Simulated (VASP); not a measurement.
# BN (R3m) in VASP: notebook

The runs below take BN through single point, with PBE.

Everything below comes from runs of VASP 6.6.1. Logs are shortened: lines on timing, memory, paths and dates and some standing lists are left out, and cuts for length are marked.

## Step 1: The structure

It takes space group R3m (No. 160, trigonal). The conventional cell has a = 2.502 Å, b = 2.502 Å, c = 10.119 Å, α = 90.00°, β = 90.00°, γ = 120.00°. Around N (site symmetry 3m) lie 3 B at 1.44 Å. B (site symmetry 3m) has 3 N at 1.44 Å as nearest neighbours.

The cell is a database's computed one.

## Step 2: Single point, PBE

Input file INCAR:

```
  PREC = Accurate
  ENCUT = 450
  EDIFF = 1E-7
  ISMEAR = 0
  SIGMA = 0.02
  LREAL = False
  LASPH = True
  NELM = 80
  ALGO = Normal
  ISIF = 2
  LWAVE = False
  LCHARG = False
  GGA = PE
  NBANDS = 11
```

Input file KPOINTS:

```
Automatic mesh
0
Gamma
  8 8 8
```

Input file POSCAR:

```
BN
1.0
    1.2511217832      0.7223354983      3.3729344033
   -1.2511217832      0.7223354983      3.3729344033
    0.0000000000     -1.4446709966      3.3729344033
N B
1 1
Direct
    0.6672382000      0.6672382000      0.6672382000
    0.0003288000      0.0003288000      0.0003288000
```

Potentials or basis: VASP PAW PBE potentials, release 64 (N_GW, B_GW).

On the command line:

```console
$ cat potpaw_PBE.64/N_GW/POTCAR potpaw_PBE.64/B_GW/POTCAR > POTCAR
$ mpirun -np 1 vasp_std > vasp.out
```

OUTCAR:

```text
PREC = Accurate
   ENCUT = 450
   EDIFF = 1E-7
   ISMEAR = 0
   LREAL = False
   LASPH = True
   NELM = 80
   ISIF = 2
   GGA = PE

 ion  position               nearest neighbor table
   1  0.667  0.667  0.667-   2 1.44   2 1.44   2 1.44
   2  0.000  0.000  0.000-   1 1.44   1 1.44   1 1.44

  LATTYP: Found a trigonal (rhomboedric) cell.
 ALAT       =     3.6692997666
 COS(alpha) =     0.7674786797

  Lattice vectors:

 A1 = (   1.2511217832,   0.7223354983,   3.3729344033)
 A2 = (  -1.2511217832,   0.7223354983,   3.3729344033)
 A3 = (   0.0000000000,  -1.4446709966,   3.3729344033)

Analysis of symmetry for initial positions (statically):
=====================================================================
 Subroutine PRICEL returns:
 Original cell was already a primitive cell.

 Routine SETGRP: Setting up the symmetry group for a
 trigonal (rhombohedral) supercell.

 Subroutine GETGRP returns: Found  6 space group operations
 (whereof  6 operations were pure point group operations)
 out of a pool of 12 trial point group operations.

The static configuration has the point symmetry C_3v.

Analysis of symmetry for dynamics (positions and initial velocities):
=====================================================================
 Subroutine PRICEL returns:
 Original cell was already a primitive cell.

 Routine SETGRP: Setting up the symmetry group for a
 trigonal (rhombohedral) supercell.

 Subroutine GETGRP returns: Found  6 space group operations
 (whereof  6 operations were pure point group operations)
 out of a pool of 12 trial point group operations.

The dynamic configuration has the point symmetry C_3v.

 Subroutine INISYM returns: Found  6 space group operations
 (whereof  6 operations are pure point group operations),
 and found     1 'primitive' translations

----------------------------------------------------------------------------------------

                                     Primitive cell

  volume of cell :      18.2893

  direct lattice vectors                    reciprocal lattice vectors
     1.251121783  0.722335498  3.372934403     0.399641351  0.230733042  0.098825916
    -1.251121783  0.722335498  3.372934403    -0.399641351  0.230733042  0.098825916
     0.000000000 -1.444670997  3.372934403     0.000000000 -0.461466083  0.098825916

  length of vectors
     3.669299767  3.669299767  3.669299767     0.471929558  0.471929558  0.471929558

  position of ions in fractional coordinates (direct lattice)
     0.667238200  0.667238200  0.667238200
     0.000328800  0.000328800  0.000328800

  ion indices of the primitive-cell ions
   primitive index   ion index
                 1           1
                 2           2

----------------------------------------------------------------------------------------

 KPOINTS: Automatic mesh

Automatic generation of k-mesh.
 Grid dimensions read from file:
 generate k-points for:    8    8    8

 Generating k-lattice:

  Cartesian coordinates                     Fractional coordinates (reciprocal lattice)
     0.049955169  0.028841630  0.012353240     0.125000000 -0.000000000  0.000000000
    -0.049955169  0.028841630  0.012353240    -0.000000000  0.125000000  0.000000000
     0.000000000 -0.057683260  0.012353240     0.000000000  0.000000000  0.125000000

  Length of vectors
     0.058991195  0.058991195  0.058991195

  Shift w.r.t. Gamma in fractional coordinates (k-lattice)
     0.000000000  0.000000000  0.000000000

 Subroutine IBZKPT returns following result:
 ===========================================

 Found     65 irreducible k-points:

 Following reciprocal coordinates:
            Coordinates               Weight
  0.000000  0.000000  0.000000      1.000000
  0.125000 -0.000000 -0.000000      6.000000
  0.250000 -0.000000 -0.000000      6.000000
  0.375000 -0.000000 -0.000000      6.000000
  0.500000 -0.000000 -0.000000      3.000000
  0.125000  0.125000 -0.000000      6.000000
[... 16 lines left out ...]
  0.250000  0.125000  0.125000      6.000000
  0.375000  0.125000  0.125000      6.000000
 [... further k-points ...]
   k-points           NKPTS =     65   k-points in BZ     NKDIM =     65   number of bands    NBANDS=     11
   number of dos      NEDOS =    301   number of ions     NIONS =      2
   total plane-waves  NPLWV =  21952
   dimension x,y,z NGX =    28 NGY =   28 NGZ =   28
   dimension x,y,z NGXF=    56 NGYF=   56 NGZF=   56
   ions per type =               1   1
   NGX,Y,Z   is equivalent  to a cutoff of  12.69, 12.69, 12.69 a.u.
   NGXF,Y,Z  is equivalent  to a cutoff of  25.37, 25.37, 25.37 a.u.
 SYSTEM =  unknown system
   PREC   = accura    normal or accurate (medium, high low for compatibility)
   ISTART =      0    job   : 0-new  1-cont  2-samecut
   ICHARG =      2    charge: 1-file 2-atom 10-const
   ISPIN  =      1    spin polarized calculation?
   LNONCOLLINEAR =      F non collinear calculations
   LSORBIT =      F    spin-orbit coupling
   LASPH  =      T    aspherical Exc in radial PAW
   ENCUT  =  450.0 eV  33.07 Ry    5.75 a.u.   6.35  6.35  6.35*2*pi/ulx,y,z
   NELM   =     80;   NELMIN=  2; NELMDL= -5     # of ELM steps
   EDIFF  = 0.1E-06   stopping-criterion for ELM
   LREAL  =      F    real-space projection
   EDIFFG = 0.1E-05   stopping-criterion for IOM
   NSW    =      0    number of steps for IOM
   IBRION =     -1    ionic relax: 0-MD 1-quasi-New 2-CG
   NFREE  =      0    steps in history (QN), initial steepest desc. (CG)
   ISIF   =      2    stress and relaxation
   ISYM   =      2    0-nonsym 1-usesym 2-fastsym
   POTIM  = 0.5000    time-step for ionic-motion
   TEBEG  =    0.0;   TEEND  =   0.0 temperature during run
   PSTRESS=    0.0 pullay stress
   NELECT =       8.0000    total number of electrons
   NUPDOWN=      -1.0000    fix difference up-down
   EMIN   =  10.00;   EMAX   =-10.00  energy-range for DOS
   EFERMI =   0.00;   METHOD = LEGACY
   ISMEAR =     0;   SIGMA  =   0.02  broadening in eV -4-tet -1-fermi 0-gaus
   EFERMI_NEDOS =   21; number of points for ismear=-14 and -15
   IALGO  =     38    algorithm
   IMIX   =      4    mixing-type and parameters
     AMIX     =   0.40;   BMIX     =  1.00
     AMIX_MAG =   1.60;   BMIX_MAG =  1.00
  volume/ion in A,a.u.               =       9.14        61.71
  Fermi-wavevector in a.u.,A,eV,Ry     =   1.242717  2.348395 21.012099  1.544346
  Thomas-Fermi vector in A             =   2.377059
   LORBIT       =      0    0 simple, 1 ext, 2 COOP (PROOUT), +10 PAW based schemes
   GGA     = PE    functional components
   LHFCALC =     F    Hartree Fock is set to
   AEXX    =    0.0000 exact exchange contribution
   IVDW    =     0    specifies the selected vdW correction
   LEPSILON=     F    determine dielectric tensor
   LRPA    =     F    only Hartree local field effects (RPA)
 non-spin polarized calculation
 Gauss-broadening in eV      SIGMA  =   0.02
  energy-cutoff  :      450.00
  volume of cell :       18.29
 maximum number of plane-waves:       416
 NGX is ok and might be reduce to    28
   NGX = 13   NGY = 13   NGZ = 13

 number of electron       7.9999999 magnetization

 Free energy of the ion-electron system (eV)
  ---------------------------------------------------
  ext. energy  EPLUGINS =         0.00000000
  ---------------------------------------------------
  free energy    TOTEN  =       -17.58494063 eV

  energy without entropy =      -17.58494063  energy(sigma->0) =      -17.58494063

 E-fermi :   2.2681     XC(G=0):  -9.9229

 val. band max:        2.1630043654   @ k =  -0.1250   0.5000   0.1250
 cond. band min:       6.4619579825   @ k =   0.5000   0.5000  -0.0000
 fundamental gap:      4.2989536172
 Fermi energy:         2.2681248452

 k-point     1 :       0.0000    0.0000    0.0000
  band No.  band energies     occupation
      1     -15.6105      2.00000
      2      -2.0052      2.00000
      3       0.8835      2.00000
      4       0.8835      2.00000
      5       7.3434      0.00000
      6      13.8618      0.00000
      7      13.8618      0.00000
      8      15.3298      0.00000
      9      16.9123      0.00000
     10      28.0964      0.00000
     11      30.1246      0.00000

 k-point     2 :       0.1250   -0.0000   -0.0000
  band No.  band energies     occupation
      1     -15.3022      2.00000
      2      -1.6725      2.00000
      3      -0.3198      2.00000
      4       0.3415      2.00000
      5       7.9503      0.00000
      6      13.7215      0.00000
      7      14.3077      0.00000
      8      15.1548      0.00000
      9      17.8215      0.00000
     10      26.7607      0.00000
     11      28.9039      0.00000

 k-point     3 :       0.2500   -0.0000   -0.0000
  band No.  band energies     occupation
      1     -14.4215      2.00000
      2      -2.9125      2.00000
      3      -0.7261      2.00000
      4      -0.6996      2.00000
      5       9.3750      0.00000
      6      11.9048      0.00000
      7      13.5820      0.00000
      8      18.3555      0.00000
      9      19.5027      0.00000
     10      23.2262      0.00000
     11      26.0669      0.00000

 k-point     4 :       0.3750   -0.0000   -0.0000
  band No.  band energies     occupation
      1     -13.1830      2.00000
      2      -5.5030      2.00000
      3      -1.5858      2.00000
      4       0.6906      2.00000
      5       8.8087      0.00000
      6      11.5193      0.00000
      7      13.9457      0.00000
      8      19.0055      0.00000
      9      22.1424      0.00000
     10      22.3546      0.00000
     11      24.4923      0.00000

 k-point     5 :       0.5000   -0.0000   -0.0000
  band No.  band energies     occupation
      1     -12.4207      2.00000
      2      -6.7586      2.00000
      3      -1.8988      2.00000
      4       1.5748      2.00000
      5       7.4680      0.00000
      6      12.0980      0.00000
      7      15.2629      0.00000
      8      17.1997      0.00000
      9      22.1419      0.00000
     10      23.9534      0.00000
     11      24.1961      0.00000
[... 211 lines left out ...]
 k-point    21 :       0.5000    0.5000   -0.0000
  band No.  band energies     occupation
      1     -12.3537      2.00000
      2      -6.6384      2.00000
      3      -1.9556      2.00000
      4       1.0018      2.00000
      5       6.4620      0.00000
      6      12.0887      0.00000
      7      16.4373      0.00000
      8      19.7466      0.00000
      9      22.4751      0.00000
     10      23.9458      0.00000
     11      28.0456      0.00000

 k-point    22 :       0.1250    0.1250    0.1250
  band No.  band energies     occupation
      1     -15.5745      2.00000
      2      -2.3561      2.00000
      3       0.8798      2.00000
      4       0.8798      2.00000
      5       8.0088      0.00000
      6      13.8512      0.00000
      7      13.8512      0.00000
      8      15.2571      0.00000
      9      17.0318      0.00000
     10      27.9575      0.00000
     11      29.5815      0.00000

 k-point    23 :       0.2500    0.1250    0.1250
  band No.  band energies     occupation
      1     -15.2464      2.00000
      2      -2.1976      2.00000
      3      -0.3223      2.00000
      4       0.3462      2.00000
      5       8.9397      0.00000
      6      13.7120      0.00000
      7      14.4349      0.00000
      8      15.1407      0.00000
      9      17.8057      0.00000
     10      27.1914      0.00000
     11      28.4391      0.00000

 k-point    24 :       0.3750    0.1250    0.1250
  band No.  band energies     occupation
      1     -14.3566      2.00000
      2      -2.9390      2.00000
      3      -1.2747      2.00000
      4      -0.7229      2.00000
      5      10.1246      0.00000
      6      12.5247      0.00000
      7      13.8154      0.00000
      8      18.3419      0.00000
      9      19.1578      0.00000
     10      24.0543      0.00000
     11      25.9538      0.00000

 [... further k-points ...]

------------------------ aborting loop because EDIFF is reached ----------------------------------------

  FORCE on cell =-STRESS in cart. coord.  units (eV):
  Direction    XX          YY          ZZ          XY          YZ          ZX
  --------------------------------------------------------------------------------------
  -------------------------------------------------------------------------------------
  Total        0.1386174      0.1386174     -0.0198611      0.0000000      0.0000000     -0.0000000
  in kB       12.1431283     12.1431283     -1.7398696      0.0000000      0.0000000     -0.0000000
  external PRESSURE =       7.5154623 kB  Pullay stress =       0.0000000 kB

 VOLUME and BASIS-vectors are now :
 -----------------------------------------------------------------------------
  energy-cutoff  :      450.00
  volume of cell :       18.29
      direct lattice vectors                 reciprocal lattice vectors
     1.251121783  0.722335498  3.372934403     0.399641351  0.230733042  0.098825916
    -1.251121783  0.722335498  3.372934403    -0.399641351  0.230733042  0.098825916
     0.000000000 -1.444670997  3.372934403     0.000000000 -0.461466083  0.098825916

 POSITION                                       TOTAL-FORCE (eV/Angst)
 -----------------------------------------------------------------------------------
      0.00000      0.00000      6.75165         0.000000     -0.000000     -0.002657
      0.00000      0.00000      0.00333         0.000000      0.000000      0.002657
 -----------------------------------------------------------------------------------
    total drift:                               -0.000000     -0.000000      0.000436

  FREE ENERGIE OF THE ION-ELECTRON SYSTEM (eV)
  ---------------------------------------------------
  free  energy   TOTEN  =       -17.5849406274 eV

  energy  without entropy=      -17.5849406274  energy(sigma->0) =      -17.58494063
```

Run time: 23 s. Hardware: 1 thread of Intel Xeon Platinum 8488C (Sapphire Rapids), shared host; peak memory 0.15 GiB.

What came out:

```yaml
Free_energy: -17.5849 eV
Band_gap_on_the_k_mesh: 4.30 eV, indirect (least direct gap 4.96 eV)
```

Forces on the atoms (eV/Å):
```
N    0.000  0.000 -0.003
B    0.000  0.000  0.003
```

Caveat: the cutoff is under 1.25 times the usual one of these potentials, so pressure, stress and relaxed cells hold a basis-set (Pulay) error. A hybrid or GW would open this gap; PBE tends to underestimate it.

## Step 3: Single point, PBE

Input file INCAR:

```
PREC = Accurate
ENCUT = 520
EDIFF = 1E-6
ISMEAR = 0
SIGMA = 0.017
LREAL = False
LASPH = True
NELM = 80
ALGO = Fast
ISIF = 2
LWAVE = False
LCHARG = False
GGA = PE
NBANDS = 11
```

Input file KPOINTS:

```
regular mesh
0
Gamma
  12 12 12
```

POSCAR is that of step 2.

Potentials or basis: VASP PAW PBE potentials, release 64 (N, B).

On the command line:

```console
$ cat potpaw_PBE.64/N/POTCAR potpaw_PBE.64/B/POTCAR > POTCAR
$ mpirun -np 1 vasp_std > vasp.out
```

OUTCAR:

```text
PREC = Accurate
   ENCUT = 520
   EDIFF = 1E-6
   ISMEAR = 0
   LREAL = False
   LASPH = True
   NELM = 80
   ISIF = 2
   GGA = PE

 ion  position               nearest neighbor table
   1  0.667  0.667  0.667-   2 1.44   2 1.44   2 1.44
   2  0.000  0.000  0.000-   1 1.44   1 1.44   1 1.44

  LATTYP: Found a trigonal (rhomboedric) cell.
 ALAT       =     3.6692997666
 COS(alpha) =     0.7674786797

  Lattice vectors:

[... 523 lines left out ...]
 [... further k-points ...]

------------------------ aborting loop because EDIFF is reached ----------------------------------------

  FORCE on cell =-STRESS in cart. coord.  units (eV):
  Direction    XX          YY          ZZ          XY          YZ          ZX
  --------------------------------------------------------------------------------------
  -------------------------------------------------------------------------------------
  Total        0.4942419      0.4942419      0.2542826      0.0000000      0.0000000      0.0000000
  in kB       43.2964705     43.2964705     22.2756041      0.0000000      0.0000000      0.0000000
  external PRESSURE =      36.2895150 kB  Pullay stress =       0.0000000 kB

 VOLUME and BASIS-vectors are now :
 -----------------------------------------------------------------------------
  energy-cutoff  :      520.00
  volume of cell :       18.29
      direct lattice vectors                 reciprocal lattice vectors
     1.251121783  0.722335498  3.372934403     0.399641351  0.230733042  0.098825916
    -1.251121783  0.722335498  3.372934403    -0.399641351  0.230733042  0.098825916
     0.000000000 -1.444670997  3.372934403     0.000000000 -0.461466083  0.098825916

 POSITION                                       TOTAL-FORCE (eV/Angst)
 -----------------------------------------------------------------------------------
      0.00000      0.00000      6.75165         0.000000      0.000000     -0.002956
      0.00000      0.00000      0.00333         0.000000      0.000000      0.002956
 -----------------------------------------------------------------------------------
    total drift:                               -0.000000      0.000000      0.000147

  FREE ENERGIE OF THE ION-ELECTRON SYSTEM (eV)
  ---------------------------------------------------
  free  energy   TOTEN  =       -17.5809746157 eV

  energy  without entropy=      -17.5809746157  energy(sigma->0) =      -17.58097462
```

OSZICAR:

```text
N       E                     dE             d eps       ncg     rms          rms(c)
DAV:   1     0.139948231104E+02    0.13995E+02   -0.45684E+03  4222   0.679E+02
DAV:   2    -0.185858719352E+02   -0.32581E+02   -0.31367E+02  4909   0.161E+02
DAV:   3    -0.193752296633E+02   -0.78936E+00   -0.78824E+00  5033   0.233E+01
DAV:   4    -0.193775974015E+02   -0.23677E-02   -0.23677E-02  4632   0.142E+00
DAV:   5    -0.193776075676E+02   -0.10166E-04   -0.10166E-04  5062   0.828E-02    0.798E+00
RMM:   6    -0.177724125354E+02    0.16052E+01   -0.12698E+00  4171   0.769E+00    0.364E+00
RMM:   7    -0.176165848368E+02    0.15583E+00   -0.18541E-01  4478   0.336E+00    0.214E+00
RMM:   8    -0.175806342408E+02    0.35951E-01   -0.57308E-02  4650   0.167E+00    0.295E-01
RMM:   9    -0.175809799842E+02   -0.34574E-03   -0.46641E-03  4862   0.583E-01    0.148E-01
RMM:  10    -0.175809704160E+02    0.95682E-05   -0.37024E-04  4743   0.209E-01    0.274E-02
RMM:  11    -0.175809867797E+02   -0.16364E-04   -0.91850E-05  4839   0.816E-02    0.306E-02
RMM:  12    -0.175809745197E+02    0.12260E-04   -0.16030E-05  4893   0.355E-02    0.517E-03
RMM:  13    -0.175809746157E+02   -0.96049E-07   -0.14699E-06  4369   0.103E-02
   1 F= -.17580975E+02 E0= -.17580975E+02  d E =-.963595E-16
```

It took 36 s on 1 thread of AMD EPYC 9R45 (Zen 5), shared host; peak memory 0.14 GiB.

Results:

```
Free energy            : -17.5810 eV
Pressure               : 3.6 GPa
Band gap on the k mesh : 4.28 eV, indirect (least direct gap 4.70 eV)
```

Forces in eV/Å, atoms in the order of the input:
```
N    0.000  0.000 -0.003
B    0.000  0.000  0.003
```

Stress tensor (GPa, compression positive):
```
4.33 0.00 0.00
0.00 4.33 0.00
0.00 0.00 2.23
```

A k mesh can miss the band edges.
